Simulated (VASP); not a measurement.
# Ba (a cell with a defect) in VASP: notebook

Runs on Ba (a cell with a defect). Level: LDA. Tasks: single point.

Everything below comes from runs of VASP 6.6.1. Logs are shortened: lines on timing, memory, paths and dates and some standing lists are left out, and cuts for length are marked.

### Step 1. The crystal as given

The cell holds a defect, 7 atoms: a = 9.143 Å, b = 9.143 Å, c = 9.143 Å, α = 60.00°, β = 60.00°, γ = 60.00°.

### Step 2. Single point, LDA

File INCAR:

```
SYSTEM = Ba
ALGO     = Normal         ! electronic algorithm
EDIFF    = 1E-6           ! SCF threshold, eV
ENCUT    = 520            ! plane-wave cutoff, eV
GGA      = CA             ! functional
ISIF     = 2              ! what is computed and relaxed
ISMEAR   = 0              ! smearing method
LASPH    = .TRUE.         ! aspherical terms in the spheres
LCHARG   = .FALSE.        ! write CHGCAR
LREAL    = .FALSE.        ! projectors in reciprocal space
LWAVE    = .FALSE.        ! write WAVECAR
NBANDS   = 44             ! bands
NELM     = 100            ! most SCF steps
PREC     = Accurate       ! precision mode
SIGMA    = 0.1            ! smearing width, eV
```

File KPOINTS:

```
Automatic mesh
0
Gamma
  1 1 1
  0.5 0.5 0.5
```

File POSCAR:

```
Ba
1.0
    0.0000000000      6.4653300000      6.4653300000
    6.4653300000      0.0000000000      6.4653300000
    6.4653300000      6.4653300000      0.0000000000
Ba
7
Direct
    0.1392821403     -0.0842967026      0.4252420217
    0.1392821403      0.4252420217     -0.0842967026
   -0.1863852270      0.6004210149      0.6004210149
    0.6478493751     -0.0659901351     -0.0659901351
    0.3147669183      0.0986597745      0.6013293985
    0.3147669183      0.6013293985      0.0986597745
    0.6304378895      0.4246346281      0.4246346281
```

Potentials or basis: VASP PAW LDA potentials, release 64 (Ba_sv).

Run with:

```bash
cat potpaw_LDA.64/Ba_sv/POTCAR > POTCAR
mpirun -np 1 vasp_std > vasp.out
```

OUTCAR:

```text
SYSTEM = Ba
   EDIFF = 1E-6
   ENCUT = 520
   GGA = CA
   ISIF = 2
   ISMEAR = 0
   LASPH = .TRUE.
   LREAL = .FALSE.
   NELM = 100
   PREC = Accurate

 ion  position               nearest neighbor table
   1  0.139  0.916  0.425-   5 3.99   6 4.35   3 4.35   2 4.48   7 4.49   4 4.58   4 4.58   7 4.65
                             2 4.66
   2  0.139  0.425  0.916-   6 3.99   5 4.35   3 4.35   1 4.48   7 4.49   4 4.58   4 4.58   7 4.65
                             1 4.66
   3  0.814  0.600  0.600-   7 3.99   1 4.35   2 4.35   6 4.56   5 4.56   4 4.58   5 4.59   6 4.59

   4  0.648  0.934  0.934-   5 4.57   6 4.57   3 4.58   1 4.58   2 4.58   7 4.58   7 4.58   2 4.58
                             1 4.58
   5  0.315  0.099  0.601-   1 3.99   2 4.35   7 4.35   6 4.55   3 4.56   4 4.57   3 4.59   6 4.60

   6  0.315  0.601  0.099-   2 3.99   1 4.35   7 4.35   5 4.55   3 4.56   4 4.57   3 4.59   5 4.60

   7  0.630  0.425  0.425-   3 3.99   5 4.35   6 4.35   2 4.49   1 4.49   4 4.58   4 4.58   1 4.65
                             2 4.65

  LATTYP: Found a face centered cubic cell.
 ALAT       =    12.9306600000

  Lattice vectors:

 A1 = (   0.0000000000,   6.4653300000,   6.4653300000)
 A2 = (   6.4653300000,   0.0000000000,   6.4653300000)
 A3 = (   6.4653300000,   6.4653300000,   0.0000000000)

Analysis of symmetry for initial positions (statically):
=====================================================================
 Subroutine PRICEL returns:
 Original cell was already a primitive cell.

 Routine SETGRP: Setting up the symmetry group for a
 face centered cubic supercell.

 Subroutine GETGRP returns: Found  2 space group operations
 (whereof  2 operations were pure point group operations)
 out of a pool of 48 trial point group operations.

The static configuration has the point symmetry C_1h.

Analysis of symmetry for dynamics (positions and initial velocities):
=====================================================================
 Subroutine PRICEL returns:
 Original cell was already a primitive cell.

 Routine SETGRP: Setting up the symmetry group for a
 face centered cubic supercell.

 Subroutine GETGRP returns: Found  2 space group operations
 (whereof  2 operations were pure point group operations)
 out of a pool of 48 trial point group operations.

The dynamic configuration has the point symmetry C_1h.

 Subroutine INISYM returns: Found  2 space group operations
 (whereof  2 operations are pure point group operations),
 and found     1 'primitive' translations

----------------------------------------------------------------------------------------

                                     Primitive cell

  volume of cell :     540.5079

  direct lattice vectors                    reciprocal lattice vectors
     0.000000000  6.465330000  6.465330000    -0.077335573  0.077335573  0.077335573
     6.465330000  0.000000000  6.465330000     0.077335573 -0.077335573  0.077335573
     6.465330000  6.465330000  0.000000000     0.077335573  0.077335573 -0.077335573

  length of vectors
     9.143357371  9.143357371  9.143357371     0.133949142  0.133949142  0.133949142

  position of ions in fractional coordinates (direct lattice)
     0.139282140  0.915703297  0.425242022
     0.139282140  0.425242022  0.915703297
     0.813614773  0.600421015  0.600421015
     0.647849375  0.934009865  0.934009865
     0.314766918  0.098659774  0.601329398
     0.314766918  0.601329398  0.098659774
     0.630437890  0.424634628  0.424634628

  ion indices of the primitive-cell ions
   primitive index   ion index
                 1           1
                 2           2
                 3           3
                 4           4
                 5           5
                 6           6
                 7           7

----------------------------------------------------------------------------------------

 KPOINTS: Automatic mesh

Automatic generation of k-mesh.
 Grid dimensions read from file:
 generate k-points for:    1    1    1

 Generating k-lattice:

  Cartesian coordinates                     Fractional coordinates (reciprocal lattice)
    -0.077335573  0.077335573  0.077335573     1.000000000  0.000000000  0.000000000
     0.077335573 -0.077335573  0.077335573     0.000000000  1.000000000  0.000000000
     0.077335573  0.077335573 -0.077335573     0.000000000  0.000000000  1.000000000

  Length of vectors
     0.133949142  0.133949142  0.133949142

  Shift w.r.t. Gamma in fractional coordinates (k-lattice)
     0.500000000  0.500000000  0.500000000

 Subroutine IBZKPT returns following result:
 ===========================================

 Found      3 irreducible k-points:

 Following reciprocal coordinates:
            Coordinates               Weight
  0.500000  0.500000  0.500000      1.000000
  0.500000  0.000000  0.000000      1.000000
  0.000000  0.000000  0.500000      2.000000
   k-points           NKPTS =      3   k-points in BZ     NKDIM =      3   number of bands    NBANDS=     44
   number of dos      NEDOS =    301   number of ions     NIONS =      7
   total plane-waves  NPLWV = 343000
   dimension x,y,z NGX =    70 NGY =   70 NGZ =   70
   dimension x,y,z NGXF=   140 NGYF=  140 NGZF=  140
   ions per type =               7
   NGX,Y,Z   is equivalent  to a cutoff of  12.73, 12.73, 12.73 a.u.
   NGXF,Y,Z  is equivalent  to a cutoff of  25.46, 25.46, 25.46 a.u.
 SYSTEM =  Ba
   PREC   = accura    normal or accurate (medium, high low for compatibility)
   ISTART =      0    job   : 0-new  1-cont  2-samecut
   ICHARG =      2    charge: 1-file 2-atom 10-const
   ISPIN  =      1    spin polarized calculation?
   LNONCOLLINEAR =      F non collinear calculations
   LSORBIT =      F    spin-orbit coupling
   LASPH  =      T    aspherical Exc in radial PAW
   ENCUT  =  520.0 eV  38.22 Ry    6.18 a.u.  17.00 17.00 17.00*2*pi/ulx,y,z
   NELM   =    100;   NELMIN=  2; NELMDL= -5     # of ELM steps
   EDIFF  = 0.1E-05   stopping-criterion for ELM
[... 8 lines left out ...]
   TEBEG  =    0.0;   TEEND  =   0.0 temperature during run
   PSTRESS=    0.0 pullay stress
   NELECT =      70.0000    total number of electrons
   NUPDOWN=      -1.0000    fix difference up-down
   EMIN   =  10.00;   EMAX   =-10.00  energy-range for DOS
   EFERMI =   0.00;   METHOD = LEGACY
   ISMEAR =     0;   SIGMA  =   0.10  broadening in eV -4-tet -1-fermi 0-gaus
   EFERMI_NEDOS =   21; number of points for ismear=-14 and -15
   IALGO  =     38    algorithm
   IMIX   =      4    mixing-type and parameters
     AMIX     =   0.40;   BMIX     =  1.00
     AMIX_MAG =   1.60;   BMIX_MAG =  1.00
  volume/ion in A,a.u.               =      77.22       521.08
  Fermi-wavevector in a.u.,A,eV,Ry     =   0.828273  1.565209  9.334088  0.686036
  Thomas-Fermi vector in A             =   1.940621
   LORBIT       =      0    0 simple, 1 ext, 2 COOP (PROOUT), +10 PAW based schemes
   GGA     = CA    functional components
   LHFCALC =     F    Hartree Fock is set to
   AEXX    =    0.0000 exact exchange contribution
   IVDW    =     0    specifies the selected vdW correction
   LEPSILON=     F    determine dielectric tensor
   LRPA    =     F    only Hartree local field effects (RPA)
 non-spin polarized calculation
 Gauss-broadening in eV      SIGMA  =   0.10
  energy-cutoff  :      520.00
  volume of cell :      540.51
 maximum number of plane-waves:     14512
 NGX is ok and might be reduce to    70
   NGX = 33   NGY = 33   NGZ = 33

 number of electron      70.0000000 magnetization

 Free energy of the ion-electron system (eV)
  ---------------------------------------------------
  ext. energy  EPLUGINS =         0.00000000
  ---------------------------------------------------
  free energy    TOTEN  =       -12.99240875 eV

  energy without entropy =      -12.92687019  energy(sigma->0) =      -12.95963947

 E-fermi :   0.7649     XC(G=0):  -6.8883

 val. band max:        0.7421099106   @ k =   0.5000   0.0000   0.0000
 cond. band min:       0.8641473606   @ k =   0.5000   0.0000   0.0000
 fundamental gap:      0.1220374500
 Fermi energy:         0.7648833756

 k-point     1 :       0.5000    0.5000    0.5000
  band No.  band energies     occupation
      1     -28.3760      2.00000
      2     -28.3656      2.00000
      3     -28.3653      2.00000
      4     -28.3127      2.00000
      5     -28.2918      2.00000
      6     -28.2907      2.00000
[... 36 lines left out ...]
     43       1.6284      0.00000
     44       1.8515      0.00000

 k-point     2 :       0.5000    0.0000    0.0000
  band No.  band energies     occupation
      1     -28.3759      2.00000
      2     -28.3693      2.00000
      3     -28.3621      2.00000
      4     -28.3009      2.00000
      5     -28.2987      2.00000
      6     -28.2941      2.00000
[... 36 lines left out ...]
     43       1.5050      0.00000
     44       1.6205      0.00000

 k-point     3 :       0.0000    0.0000    0.5000
  band No.  band energies     occupation
      1     -28.3760      2.00000
      2     -28.3691      2.00000
      3     -28.3622      2.00000
      4     -28.3014      2.00000
      5     -28.2975      2.00000
      6     -28.2948      2.00000
[... 36 lines left out ...]
     43       1.5039      0.00000
     44       1.6111      0.00000

------------------------ aborting loop because EDIFF is reached ----------------------------------------

  FORCE on cell =-STRESS in cart. coord.  units (eV):
  Direction    XX          YY          ZZ          XY          YZ          ZX
  --------------------------------------------------------------------------------------
  -------------------------------------------------------------------------------------
  Total       -4.6390457     -4.6418136     -4.6418136      1.4093933      1.4089280      1.4093934
  in kB      -13.7510906    -13.7592953    -13.7592953      4.1777333      4.1763538      4.1777334
  external PRESSURE =     -13.7565604 kB  Pullay stress =       0.0000000 kB

 VOLUME and BASIS-vectors are now :
 -----------------------------------------------------------------------------
  energy-cutoff  :      520.00
  volume of cell :      540.51
      direct lattice vectors                 reciprocal lattice vectors
     0.000000000  6.465330000  6.465330000    -0.077335573  0.077335573  0.077335573
     6.465330000  0.000000000  6.465330000     0.077335573 -0.077335573  0.077335573
     6.465330000  6.465330000  0.000000000     0.077335573  0.077335573 -0.077335573

 POSITION                                       TOTAL-FORCE (eV/Angst)
 -----------------------------------------------------------------------------------
      8.66965      3.64984      6.82083        -0.072820      0.023201     -0.071811
      8.66965      6.82083      3.64984        -0.072820     -0.071811      0.023201
      7.76384      9.14221      9.14221         0.020936     -0.028835     -0.028835
     12.07736     10.22724     10.22724         0.154810      0.159237      0.159237
      4.52566      5.92286      2.67294        -0.027725      0.015489     -0.023489
      4.52566      2.67294      5.92286        -0.027725     -0.023489      0.015489
      5.49081      6.82139      6.82139         0.025344     -0.073792     -0.073792
 -----------------------------------------------------------------------------------
    total drift:                               -0.000582     -0.000542     -0.000542

  FREE ENERGIE OF THE ION-ELECTRON SYSTEM (eV)
  ---------------------------------------------------
  free  energy   TOTEN  =       -12.9924087457 eV

  energy  without entropy=      -12.9268701894  energy(sigma->0) =      -12.95963947
```

It took 89 s on 1 thread of Intel Xeon Platinum 8488C (Sapphire Rapids), shared host; peak memory 0.48 GiB.

Results:

```yaml
Free_energy: -12.9924 eV
Pressure: -1.4 GPa
Largest_force: 0.273 eV/Å
Band_gap_on_the_k_mesh: none (metal or under the smearing width)
```

Forces on the atoms (eV/Å):
```
Ba  -0.073  0.023 -0.072
Ba  -0.073 -0.072  0.023
Ba   0.021 -0.029 -0.029
Ba   0.155  0.159  0.159
Ba  -0.028  0.015 -0.023
Ba  -0.028 -0.023  0.015
Ba   0.025 -0.074 -0.074
```

Levels at points of the mesh, in eV from the Fermi level:
```csv
k point,band 31,band 32,band 33,band 34,band 35,band 36,band 37,band 38,band 39,band 40
"(0.50, 0.50, 0.50)",-0.80,-0.80,-0.69,-0.45,-0.25,-0.25,0.17,0.28,0.28,0.49
"(0.50, 0.00, 0.00)",-0.35,-0.27,-0.24,-0.13,-0.02,0.10,0.26,0.34,0.36,0.44
"(0.00, 0.00, 0.50)",-0.36,-0.27,-0.24,-0.12,-0.02,0.10,0.26,0.34,0.36,0.44
```

The run has no spin-orbit coupling, so splittings on Ba are missing.

### Step 3. Single point, LDA

File INCAR:

```
SYSTEM = Ba
  PREC = Accurate
  ENCUT = 520
  EDIFF = 1E-6
  ISMEAR = 0
  SIGMA = 0.1
  LREAL = .FALSE.
  LASPH = .TRUE.
  NELM = 100
  ALGO = Fast
  ISIF = 2
  LWAVE = .FALSE.
  LCHARG = .FALSE.
  NBANDS = 44
```

KPOINTS is that of step 2.

File POSCAR:

```
Ba
1.0
    0.0000000000      6.4653300000      6.4653300000
    6.4653300000      0.0000000000      6.4653300000
    6.4653300000      6.4653300000      0.0000000000
Ba
7
Direct
    0.0000640339      0.0000754795      0.2678396926
    0.1589283919      0.4425072657     -0.1025699384
   -0.1589966019      0.5576399813      0.6380453125
    0.6636322508     -0.0697567642     -0.0684281390
    0.3365706004      0.0694423951      0.6044444754
    0.3702503198      0.5575312474      0.1089208903
    0.6295510051      0.4425603952      0.4267475906
```

Potentials or basis: VASP PAW LDA potentials, release 64 (Ba_sv).

Run with:

```bash
cat potpaw_LDA.64/Ba_sv/POTCAR > POTCAR
mpirun -np 1 vasp_std > vasp.out
```

It took 5.2 min on 1 thread of Intel Xeon Platinum 8488C (Sapphire Rapids), shared host; peak memory 0.49 GiB.

The run converged. Its results:

```yaml
Free_energy: -12.8734 eV
Pressure: -1.6 GPa
Largest_force: 0.274 eV/Å
Band_gap_on_the_k_mesh: none (metal or under the smearing width)
```

Forces on the atoms (eV/Å):
```
Ba   0.000  0.000  0.000
Ba   0.023 -0.026  0.144
Ba  -0.024  0.027 -0.143
Ba   0.192  0.036  0.193
Ba  -0.191 -0.038 -0.192
Ba  -0.144  0.026 -0.024
Ba   0.144 -0.025  0.022
```

Stress tensor (GPa, compression positive):
```
-1.64  0.11  0.39
 0.11 -1.57  0.11
 0.39  0.11 -1.64
```

Levels at points of the mesh, in eV from the Fermi level:
```tsv
k point	band 33	band 34	band 35	band 36	band 37	band 38
(0.50, 0.50, 0.50)	-0.53	-0.47	-0.34	0.05	0.10	0.30
(0.50, 0.00, 0.00)	-0.30	-0.07	-0.01	0.11	0.12	0.25
(0.00, 0.00, 0.50)	-0.30	-0.07	-0.01	0.11	0.12	0.25
(0.00, 0.50, 0.00)	-0.24	-0.14	-0.10	-0.06	0.17	0.19
```

(Continued in part 2 of 2.)
